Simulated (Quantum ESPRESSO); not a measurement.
## Rb in Quantum ESPRESSO: the effect of functional

Crystal: Rb.

```
CELL_PARAMETERS angstrom
-2.80250 2.80250 2.80250
2.80250 -2.80250 2.80250
2.80250 2.80250 -2.80250
ATOMIC_POSITIONS crystal
Rb 0.00000 0.00000 0.00000
```

Alike in all runs:

| Property | Result |
| --- | --- |
| Program | Quantum ESPRESSO 7.5 |
| Task | phonon dispersion |
| k mesh | 8 × 8 × 8 |
| Occupations | cold, width 0.2 eV |
| Spin | no spin polarisation |

Each run relaxes the cell or the atoms first.

**Question.** One run gave: relaxed volume 91.08 Å³/atom; highest phonon frequency 48 cm⁻¹. Which functional did it use?
A. LDA
B. PBEsol
C. PBE

**Answer.** C.

| functional | potentials or basis | cutoff | relaxed volume (Å³/atom) | highest phonon frequency (cm⁻¹) |
| --- | --- | --- | --- | --- |
| LDA | PseudoDojo 0.4.1 SR LDA standard | 571 eV | 77.73 | 53 |
| PBE | PseudoDojo 0.4.1 SR PBE standard | 626 eV | 91.08 | 48 |
| PBEsol | PseudoDojo 0.4.1 SR PBEsol standard | 626 eV | 86.50 | 49 |
